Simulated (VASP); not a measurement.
# TiO2 (P4_2/mnm) in VASP: further runs, part 3 of 3

VASP 6.6.1. The steps go on from the part before.

### 4 Single point, PBE

INCAR reads:

```
PREC = Accurate
ENCUT = 520
EDIFF = 1E-6
ISMEAR = 0
SIGMA = 0.015
LREAL = False
LASPH = True
NELM = 60
ALGO = Normal
ISIF = 2
LWAVE = False
LCHARG = False
GGA = PE
```

KPOINTS reads:

```
regular mesh
0
Gamma
  6 6 9
```

POSCAR reads:

```
TiO2
1.0
    4.5998373239      0.0000000000      0.0000000000
    0.0000000000      4.5998373239      0.0000000000
    0.0000000000      0.0000000000      2.9592135600
Ti O
2 4
Direct
    0.0000000000      0.0000000000      0.5000000000
    0.5000000000      0.5000000000      0.0000000000
    0.3043213200      0.3043213200      0.5000000000
    0.1956786800      0.8043213200      0.0000000000
    0.8043213200      0.1956786800      0.0000000000
    0.6956786800      0.6956786800      0.5000000000
```

Potentials or basis: VASP PAW PBE potentials, release 64 (Ti_sv, O).

The run is started by

```bash
cat potpaw_PBE.64/Ti_sv/POTCAR potpaw_PBE.64/O/POTCAR > POTCAR
mpirun -np 1 vasp_std > vasp.out
```

OUTCAR:

```text
PREC = Accurate
   ENCUT = 520
   EDIFF = 1E-6
   ISMEAR = 0
   LREAL = False
   LASPH = True
   NELM = 60
   ISIF = 2
   GGA = PE

 ion  position               nearest neighbor table
   1  0.000  0.000  0.500-   4 1.95   5 1.95   4 1.95   5 1.95   3 1.98   6 1.98
   2  0.500  0.500  0.000-   3 1.95   6 1.95   3 1.95   6 1.95   5 1.98   4 1.98
   3  0.304  0.304  0.500-   2 1.95   2 1.95   1 1.98
   4  0.196  0.804  0.000-   1 1.95   1 1.95   2 1.98
   5  0.804  0.196  0.000-   1 1.95   1 1.95   2 1.98
   6  0.696  0.696  0.500-   2 1.95   2 1.95   1 1.98
[... 955 lines left out ...]
  -------------------------------------------------------------------------------------
  Total        1.9924978      1.9924978      1.7878376      0.0000000      0.0000000      0.0000000
  in kB       50.9855573     50.9855573     45.7485564      0.0000000      0.0000000      0.0000000
  external PRESSURE =      49.2398903 kB  Pullay stress =       0.0000000 kB

 VOLUME and BASIS-vectors are now :
 -----------------------------------------------------------------------------
  energy-cutoff  :      520.00
  volume of cell :       62.61
      direct lattice vectors                 reciprocal lattice vectors
     4.599837324  0.000000000  0.000000000     0.217398993  0.000000000  0.000000000
     0.000000000  4.599837324  0.000000000     0.000000000  0.217398993  0.000000000
     0.000000000  0.000000000  2.959213560     0.000000000  0.000000000  0.337927622

 POSITION                                       TOTAL-FORCE (eV/Angst)
 -----------------------------------------------------------------------------------
      0.00000      0.00000      1.47961         0.000000     -0.000000     -0.000000
      2.29992      2.29992      0.00000         0.000000     -0.000000     -0.000000
      1.39983      1.39983      1.47961        -0.014848     -0.014848      0.000000
      0.90009      3.69975      0.00000         0.014848     -0.014848     -0.000000
      3.69975      0.90009      0.00000        -0.014848      0.014848     -0.000000
      3.20001      3.20001      1.47961         0.014848      0.014848     -0.000000
 -----------------------------------------------------------------------------------
    total drift:                                0.000000      0.000000      0.000000

  FREE ENERGIE OF THE ION-ELECTRON SYSTEM (eV)
  ---------------------------------------------------
  free  energy   TOTEN  =       -53.6523627718 eV

  energy  without entropy=      -53.6523627718  energy(sigma->0) =      -53.65236277
```

OSZICAR:

```text
N       E                     dE             d eps       ncg     rms          rms(c)
DAV:   1     0.687802470725E+03    0.68780E+03   -0.25169E+04  2800   0.204E+03
DAV:   2     0.550426298399E+02   -0.63276E+03   -0.61325E+03  3024   0.596E+02
DAV:   3    -0.646371215094E+02   -0.11968E+03   -0.11621E+03  4356   0.219E+02
DAV:   4    -0.708623064817E+02   -0.62252E+01   -0.62191E+01  3776   0.533E+01
DAV:   5    -0.711609728452E+02   -0.29867E+00   -0.29860E+00  3940   0.945E+00    0.314E+01
DAV:   6    -0.541611880304E+02    0.17000E+02   -0.11951E+02  3396   0.104E+02    0.118E+01
DAV:   7    -0.537886467467E+02    0.37254E+00   -0.17583E+01  3580   0.332E+01    0.767E+00
DAV:   8    -0.539158681128E+02   -0.12722E+00   -0.53457E+00  3464   0.210E+01    0.489E+00
DAV:   9    -0.536443092738E+02    0.27156E+00   -0.25002E+00  3504   0.137E+01    0.120E+00
DAV:  10    -0.536518989484E+02   -0.75897E-02   -0.12499E-01  3504   0.277E+00    0.186E-01
DAV:  11    -0.536524082654E+02   -0.50932E-03   -0.60099E-03  3920   0.531E-01    0.905E-02
DAV:  12    -0.536524038072E+02    0.44583E-05   -0.46774E-04  3620   0.152E-01    0.578E-02
DAV:  13    -0.536523619979E+02    0.41809E-04   -0.18716E-04  3740   0.952E-02    0.636E-03
DAV:  14    -0.536523627718E+02   -0.77392E-06   -0.89298E-06  3180   0.229E-02
   1 F= -.53652363E+02 E0= -.53652363E+02  d E =-.239952-105
```

Wall time 28 s (1 thread of Intel Xeon 6975P-C (Granite Rapids), shared host); peak memory 0.22 GiB.

Results:

| Quantity | Value |
| --- | --- |
| Free energy | -53.6524 eV |
| Pressure | 4.9 GPa |
| Largest force | 0.021 eV/Å |
| Band gap on the k mesh | 1.84 eV, direct |

Forces on the atoms (eV/Å):
```
Ti   0.000  0.000  0.000
Ti   0.000  0.000  0.000
O   -0.015 -0.015  0.000
O    0.015 -0.015  0.000
O   -0.015  0.015  0.000
O    0.015  0.015  0.000
```

Stress tensor (GPa, compression positive):
```
5.10 0.00 0.00
0.00 5.10 0.00
0.00 0.00 4.57
```

Caveat: an odd mesh through Γ misses points on the zone boundary, where band edges often lie.

### 5 Relaxation of cell and atoms, PBE

INCAR reads:

```
SYSTEM = TiO2
PREC = Accurate
ENCUT = 980
EDIFF = 1E-6
ISMEAR = -1
SIGMA = 0.05
LREAL = .FALSE.
LASPH = .TRUE.
NELM = 100
ALGO = Fast
ISIF = 3
LWAVE = .FALSE.
LCHARG = .FALSE.
GGA = PE
IBRION = 2
NSW = 60
EDIFFG = -0.005
```

KPOINTS reads:

```
regular mesh
0
G
  6 6 9
  0 0 0
```

POSCAR is that of step 4.

Potentials or basis: VASP PAW PBE potentials, release 64 (Ti_sv, O_h).

The run is started by

```bash
cat potpaw_PBE.64/Ti_sv/POTCAR potpaw_PBE.64/O_h/POTCAR > POTCAR
mpirun -np 1 vasp_std > vasp.out
```

It took 10 min on 1 thread of Intel Xeon 6975P-C (Granite Rapids), shared host; peak memory 0.4 GiB.

It converged, with:

```
Free energy                            : -53.7131 eV
Relaxed volume                         : 10.68 Å³/atom
Relaxed cell                           : a = 4.648 Å, b = 4.648 Å, c = 2.967 Å, α = 90.00°, β = 90.00°, γ = 90.00°
Space group after relaxing (to 0.05 Å) : P4_2/mnm (No. 136)
Energy gained by relaxing              : 3.8 meV/atom
Ionic steps                            : 5
Pressure after relaxing                : 0.0 GPa
Band gap on the k mesh                 : 1.83 eV, direct
```

Step by step:
```
step  energy change (eV)  largest force (eV/Å)  pressure (GPa)  volume (Å³)
   1              0.0000                0.0144            4.97        62.61
   2              0.0077                0.2043           -5.50        65.59
   3             -0.0207                0.0888           -0.07        63.96
   4             -0.0229                0.0251           -0.04        64.06
   5             -0.0231                0.0005            0.00        64.09
```

Final structure:
```cif
data_structure
_symmetry_space_group_name_H-M 'P 1'
_symmetry_Int_Tables_number 1
_cell_length_a 4.6477
_cell_length_b 4.6477
_cell_length_c 2.9672
_cell_angle_alpha 90.000
_cell_angle_beta 90.000
_cell_angle_gamma 90.000
_cell_volume 64.09
loop_
_atom_site_label
_atom_site_type_symbol
_atom_site_fract_x
_atom_site_fract_y
_atom_site_fract_z
_atom_site_occupancy
Ti1 Ti 0.00000 0.00000 0.50000 1
Ti2 Ti 0.50000 0.50000 0.00000 1
O1 O 0.30508 0.30508 0.50000 1
O2 O 0.19492 0.80508 0.00000 1
O3 O 0.80508 0.19492 0.00000 1
O4 O 0.69492 0.69492 0.50000 1
```

Levels at points of the mesh, in eV from the valence-band top:
| k point | band 21 | band 22 | band 23 | band 24 | band 25 | band 26 | band 27 | band 28 |
| --- | --- | --- | --- | --- | --- | --- | --- | --- |
| (0.00, 0.00, 0.00) | -0.66 | -0.43 | -0.43 | 0.00 | 1.83 | 2.12 | 2.38 | 2.46 |
| (0.50, 0.00, 0.00) | -1.55 | -1.55 | -0.71 | -0.71 | 2.47 | 2.47 | 2.94 | 2.94 |
| (0.50, 0.50, 0.00) | -1.24 | -1.24 | -1.03 | -1.03 | 1.86 | 1.86 | 2.48 | 2.48 |

Caveat: an odd mesh through Γ misses points on the zone boundary, where band edges often lie. PBE gaps usually lie below the measured ones, often by a third to a half.

### 6 The runs side by side

```tsv
task	level	potentials or basis	cell	cutoff (eV)	smearing	gap on the mesh (eV)	pressure (GPa)	relaxed volume (Å³/atom)
relaxation of cell and atoms	revPBE+D3(BJ)	VASP PAW PBE potentials, release 64 (Ti_sv, O)	relaxed	600	fermi-dirac 0.05 eV	1.85	0.0	10.45
relaxation of cell and atoms	revPBE+D4	VASP PAW PBE potentials, release 64 (Ti_sv, O)	relaxed	600	fermi-dirac 0.05 eV	1.87	0.0	10.39
single point	PBE	VASP PAW PBE potentials, release 64 (Ti_sv, O)	as given	520	gaussian 0.015 eV	1.84	4.9	-
relaxation of cell and atoms	PBE	VASP PAW PBE potentials, release 64 (Ti_sv, O_h)	relaxed	980	fermi-dirac 0.05 eV	1.83	0.0	10.68
```

Alike in all rows: no spin polarisation; k mesh 6 × 6 × 9.

Caveats: an odd mesh through Γ misses points on the zone boundary, where band edges often lie; the PAW data sets were made with another functional, which shifts forces and pressure a little (some runs).

Absolute energies hang on the potentials; compare differences alone.

### 7 Against experiment

Step 4. The gap isn't set beside the measured one, since this odd mesh misses points on the zone boundary.
